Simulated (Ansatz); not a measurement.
Crystal: SiO2.

```
CELL_PARAMETERS angstrom
-4.47204 4.47204 2.61177
4.47204 -4.47204 2.61177
4.47204 4.47204 -2.61177
ATOMIC_POSITIONS crystal
Si 0.82311 0.82311 0.64622
Si 0.17689 0.82311 0.00000
Si 0.82311 0.17689 0.00000
Si 0.17689 0.17689 0.35378
O 0.00000 0.79145 0.79145
O 0.20855 0.00000 0.20855
O 0.79145 0.00000 0.79145
O 0.00000 0.20855 0.20855
O 0.00000 0.00000 0.50000
O 0.50000 0.00000 0.00000
O 0.00000 0.50000 0.00000
O 0.50000 0.50000 0.50000
```

The cell comes from a database or a generator and needn't be the stable form of this composition.

```yaml
Program: Ansatz 0.2.0
Task: relaxation of cell and atoms
Functional: PBE
Dispersion: D3(BJ)
Potentials_or_basis: Ansatz PAW
Cutoff: "420 eV (not typed: the program's choice for these potentials)"
k_mesh: 6 × 6 × 6
Occupations: fermi-dirac, width 0.05 eV
Spin: no spin polarisation
```

At the start: volume 17.41 Å³/atom.

Q: Where does the relaxation end?

A: It ends after 9 steps and the volume is 17.71 Å³/atom (+1.7 %); space group I4/mmm (No. 139, to 0.05 Å).

Step by step:
```csv
step,energy change (eV),largest force (eV/Å),volume (Å³)
1,0.0000,0.2102,208.93
2,-0.0186,0.1482,210.68
3,-0.0230,0.0656,212.55
4,-0.0236,0.0977,212.47
5,-0.0242,0.0225,212.45
6,-0.0245,0.0011,212.35
7,-0.0349,0.0012,212.35
8,-0.0345,0.0005,212.49
9,-0.0349,0.0004,212.49
```

Final structure:
```
CELL_PARAMETERS angstrom
-4.49238 4.49238 2.63223
4.49238 -4.49238 2.63223
4.49238 4.49238 -2.63223
ATOMIC_POSITIONS crystal
Si 0.82301 0.82301 0.64603
Si 0.17699 0.82301 0.00000
Si 0.82301 0.17699 0.00000
Si 0.17699 0.17699 0.35397
O 0.00000 0.79007 0.79007
O 0.20993 0.00000 0.20993
O 0.79007 0.00000 0.79007
O 0.00000 0.20993 0.20993
O 0.00000 0.00000 0.50000
O 0.50000 0.00000 0.00000
O 0.00000 0.50000 0.00000
O 0.50000 0.50000 0.50000
```

Caveat: the plane-wave basis is chosen anew once the cell has moved, so the energies of steps on either side of that aren't comparable; the pressure holds a Pulay correction of +0.4 GPa for the finite cutoff.
